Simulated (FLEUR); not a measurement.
# NaF (Villiaumite) (Fm-3m) in FLEUR: notebook, part 2 of 2

FLEUR MaX-R8.1 (later development tree). Earlier steps stand in the parts before.

## Step 6: Equation of state, LDA, 12.99 Å³/atom (volume scaled by 1.04)

Changes to inp.xml since step 5:

```diff
@@ -24,3 +24,3 @@
       <xi:include xmlns:xi="http://www.w3.org/2001/XInclude" href="sym.xml"> </xi:include>
-      <bulkLattice scale="1.0000000000">
+      <bulkLattice scale="1.0131594038">
          <bravaisMatrix>
```

Potentials or basis: all-electron, FLAPW.

The run is started by

```bash
inpgen -f crystal.txt -profile fastHighL
# inp.xml edited to the form shown
fleur_MPI
```

It took 32 s on 1 thread of Arm Neoverse V1, shared host; peak memory 0.05 GiB.

It converged, with:

```yaml
Free_energy: -7107.4047 eV
Band_gap_on_the_k_mesh: 5.75 eV, direct
Valence_electrons_inside_the_program's_atomic_spheres: Na 8.02; F 6.72 (radii Na 2.11, F 1.83 bohr)
```

## Step 7: Equation of state, LDA, 13.24 Å³/atom (volume scaled by 1.06)

Changes to inp.xml since step 6:

```diff
@@ -24,3 +24,3 @@
       <xi:include xmlns:xi="http://www.w3.org/2001/XInclude" href="sym.xml"> </xi:include>
-      <bulkLattice scale="1.0131594038">
+      <bulkLattice scale="1.0196128224">
          <bravaisMatrix>
```

The run is started by

```bash
inpgen -f crystal.txt -profile fastHighL
# inp.xml edited to the form shown
fleur_MPI
```

Run time: 33 s. Hardware: 1 thread of Arm Neoverse V1, shared host; peak memory 0.05 GiB.

The run converged. Its results:

```yaml
Free_energy: -7107.3855 eV
Band_gap_on_the_k_mesh: 5.65 eV, direct
Valence_electrons_inside_the_program's_atomic_spheres: Na 8.02; F 6.71 (radii Na 2.11, F 1.83 bohr)
```

## Step 8: Equation of state, LDA

Potentials or basis: all-electron, FLAPW.

This step only gathers the single runs of the series.

Results:

```
Equilibrium volume : 11.40 Å³/atom (rough: see the caveat)
Bulk modulus       : 60 GPa (rough)
```

Energy against volume, from the lowest point:
```
volume (Å³/atom)  energy (meV/atom)
          11.738               0.00
          11.988               3.41
          12.487              14.74
          12.987              30.93
          13.236              40.53
```

Caveat: the minimum lies outside the volumes run.

## Step 9: Band structure, LDA

Changes to inp.xml since step 7:

```diff
@@ -6,3 +6,3 @@
    <calculationSetup>
-      <cutoffs Kmax="4.64" Gmax="14.4" GmaxXC="14.4" numbands="0"/>
+      <cutoffs Kmax="4.5" Gmax="13.9" GmaxXC="13.9" numbands="0"/>
       <scfLoop itmax="60" minDistance="0.00001" maxIterBroyd="15" imix="Anderson" alpha="0.05" precondParam="0.0" spinf="2.0" sdNocoIR="T"/>
@@ -24,3 +24,3 @@
       <xi:include xmlns:xi="http://www.w3.org/2001/XInclude" href="sym.xml"> </xi:include>
-      <bulkLattice scale="1.0196128224">
+      <bulkLattice scale="1.0">
          <bravaisMatrix>
@@ -34,3 +34,3 @@
       <species name="Sodium (Na)" element="Na" atomicNumber="11">
-         <mtSphere radius="2.11" gridPoints="721" logIncrement="0.016"/>
+         <mtSphere radius="2.18" gridPoints="721" logIncrement="0.016"/>
          <atomicCutoffs lmax="9" lnonsphr="9"/>
@@ -49,3 +49,3 @@
       <species name="Fluorine (F)" element="F" atomicNumber="9">
-         <mtSphere radius="1.83" gridPoints="625" logIncrement="0.017"/>
+         <mtSphere radius="1.89" gridPoints="625" logIncrement="0.017"/>
          <atomicCutoffs lmax="8" lnonsphr="8"/>
```

The input, crystal.txt:

```
NaF
&input cartesian=F /
0.0000000000  2.3200000000  2.3200000000
2.3200000000  0.0000000000  2.3200000000
2.3200000000  2.3200000000  0.0000000000
1.8897261246
1.0 1.0 1.0

2
11 0.0000000000  0.0000000000  0.0000000000
9 0.5000000000  0.5000000000  0.5000000000

&kpt div1=10 div2=10 div3=10 gamma=T /
```

Changes to inp.xml (bands) since step 2:

```diff
@@ -7,8 +7,5 @@
       <cutoffs Kmax="4.5" Gmax="13.9" GmaxXC="13.9" numbands="0"/>
-      <scfLoop itmax="80" minDistance="0.0001" maxIterBroyd="30" imix="Anderson" alpha="0.05" precondParam="0.0" spinf="2.0" sdNocoIR="T"/>
-      <coreElectrons ctail="F" frcor="F" kcrel="0" coretail_lmax="0"/>
-      <xcFunctional name="LibXC" relativisticCorrections="F">
-         <LibXCName exchange="mgga_x_r2scan" correlation="mgga_c_r2scan"/>
-         <AuxGGA exchange="117" correlation="130"/>
-      </xcFunctional>
+      <scfLoop itmax="60" minDistance="0.00001" maxIterBroyd="15" imix="Anderson" alpha="0.05" precondParam="0.0" spinf="2.0" sdNocoIR="T"/>
+      <coreElectrons ctail="T" frcor="F" kcrel="0" coretail_lmax="0"/>
+      <xcFunctional name="vwn" relativisticCorrections="F"/>
       <magnetism jspins="1"/>
```

Potentials or basis: all-electron, FLAPW.

The run is started by

```bash
inpgen -f crystal.txt -profile fastHighL
# inp.xml edited to the form shown
fleur_MPI
fleur_MPI   # second run, on inp.xml (bands)
```

Log:

```text
Welcome to FLEUR        (www.flapw.de)
      MaX-Release 8.1          (www.max-centre.eu)

 ========== k-point set info ==========
 Selected k-point list: default-1
 k-point list type: mesh
 10 x 10 x 10
 Number of k points: 47

 ------------Calculation Setup---------------------------
 Number of MPI-tasks      :            1
 Number of PE/node        :            1
 Number of OMP-threads    :            1
 Most efficient MPI parallelization for:
           1          47
 Additional eigenvalue parallelization possible
 Number of basis functions:          344
 Approximate size of matrices (H+S) per k-point:         0.002 GB
 --------------------------------------------------------
 Iteration:     1   Distance:      15.79421993 me/bohr^3
 Iteration:     2   Distance:      13.37857231 me/bohr^3
 Iteration:     3   Distance:       4.44705341 me/bohr^3
 Iteration:     4   Distance:       5.41329766 me/bohr^3
 Iteration:     5   Distance:       1.31609951 me/bohr^3
 Iteration:     6   Distance:       0.19658089 me/bohr^3
 Iteration:     7   Distance:       0.07665286 me/bohr^3
 Iteration:     8   Distance:       0.07940205 me/bohr^3
 Iteration:     9   Distance:       0.01695286 me/bohr^3
 Iteration:    10   Distance:       0.00068485 me/bohr^3
 Iteration:    11   Distance:       0.00141708 me/bohr^3
 Iteration:    12   Distance:       0.00002418 me/bohr^3
 Iteration:    13   Distance:       0.00002426 me/bohr^3
 Iteration:    14   Distance:       0.00000194 me/bohr^3

 ********************************************************************
 Run finished successfully
 Stop message:
   all done
 ********************************************************************
```

output (bands):

```text
Welcome to FLEUR        (www.flapw.de)
      MaX-Release 8.1          (www.max-centre.eu)

 ========== k-point set info ==========
 Selected k-point list: path-1
 k-point list type: path
 Number of k points: 60

 ------------Calculation Setup---------------------------
 Number of MPI-tasks      :            1
 Number of PE/node        :            1
 Number of OMP-threads    :            1
 Most efficient MPI parallelization for:
           1           2           3           4           5           6          10          12          15          20          30          60
 Additional eigenvalue parallelization possible
 Number of basis functions:          341
 Approximate size of matrices (H+S) per k-point:         0.002 GB
 --------------------------------------------------------
 Fermi energy correction for insulators:
 No automatic correction of the Fermi energy has been performed.

 Note: Band structure data (together with different weights) is also stored in the banddos.hdf file.
       A convenient way of extracting and plotting the data from that file is by making use of the

 ********************************************************************
 Run finished successfully
 Stop message:
   Charge density postprocessing done.
 ********************************************************************
```

out.xml (last iteration):

```text
<iteration numberForCurrentRun="   14" overallNumber="   14">
         <energyParameters units="Htr">
            <atomicEP atomType="1" spin="1" branch="3s" branchLowest="-1.76" branchHighest="2.24" value="0.1458947149"/>
            <atomicEP atomType="1" spin="1" branch="2p" branchLowest="-9.99" branchHighest="-0.72" value="-0.7705245876"/>
            <atomicEP atomType="1" spin="1" branch="3d" branchLowest="-9.99" branchHighest="2.43" value="0.4031062297"/>
[... 86 lines left out ...]
               <electronNucleiInteractionDifferentMTs value="119.5506912546"/>
               <MadelungTerm value="-1.1911021580"/>
            </atomTypeDependentContributions>
            <tkbTimesEntropy value="0.0000000000"/>
            <freeEnergy value="-261.1935102225"/>
            <extrapolationTo0K value="-261.1935102225"/>
         </totalEnergy>
         <densityConvergence units="me/bohr^3">
            <chargeDensity spin="1" distance="0.0000019390"/>
         </densityConvergence>
      </iteration>
```

Wall time 27 s (1 thread of Arm Neoverse V1, shared host); peak memory 0.05 GiB.

Results:

* Free energy: -7107.4375 eV
* Band gap on the k mesh: 5.95 eV, direct
* Band gap along the path: 5.95 eV, direct
* Valence electrons inside the program's atomic spheres: Na 8.08; F 6.83 (radii Na 2.18, F 1.89 bohr)

Levels at the corners of the path, in eV from the valence-band top:
```tsv
point	band 5	band 6	band 7	band 8	band 9	band 10	band 11	band 12
Γ	-18.76	0.00	0.00	0.00	5.95	18.53	18.53	18.53
X	-18.50	-1.32	-0.42	-0.42	12.73	12.85	13.23	19.28
W	-18.16	-0.91	-0.91	-0.59	12.79	12.79	14.81	16.48
K	-18.17	-1.10	-0.86	-0.38	12.40	12.80	14.32	18.95
Γ	-18.76	0.00	0.00	0.00	5.95	18.53	18.53	18.53
L	-17.85	-1.64	-0.26	-0.26	10.37	12.08	19.64	19.64
U	-18.17	-1.10	-0.86	-0.38	12.40	12.80	14.32	18.95
W	-18.16	-0.91	-0.91	-0.59	12.79	12.79	14.81	16.48
L	-17.85	-1.64	-0.26	-0.26	10.37	12.08	19.64	19.64
K	-18.17	-1.10	-0.86	-0.38	12.40	12.80	14.32	18.95
U	-18.17	-1.10	-0.86	-0.38	12.40	12.80	14.32	18.95
X	-18.50	-1.32	-0.42	-0.42	12.73	12.85	13.23	19.28
```

Core levels (eV from the Fermi level):
```csv
atom,levels
1 Na,1s1/2 -1018.0
2 F,1s1/2 -646.1
```

## Step 10: Overview

| task | level | gmax | muffin-tin radii | max iterations | mixing factor | mixer | kmax | gap on the mesh (eV) |
| --- | --- | --- | --- | --- | --- | --- | --- | --- |
| band structure | r2SCAN | 13.9 1/bohr | Na 2.18, F 1.89 bohr | 80 | 0.05 | Anderson | 4.5 1/bohr | 7.11 |
| equation of state | LDA | 14.4 1/bohr | Na 2.11, F 1.83 bohr | - | - | - | 4.64 1/bohr | - |
| band structure | LDA | 13.9 1/bohr | Na 2.18, F 1.89 bohr | 60 | 0.05 | Anderson | 4.5 1/bohr | 5.95 |

Alike in all rows: potentials or basis all-electron, FLAPW; no spin polarisation; cell as given; k mesh 10 × 10 × 10; smearing fermi-dirac 0.05 eV.

Caveats: the meta-GGA is that of a development version, with a GGA for the radial functions and cores and without core tails (some runs); the minimum lies outside the volumes run (some runs).

Compare energies only between runs with the same functional and basis.
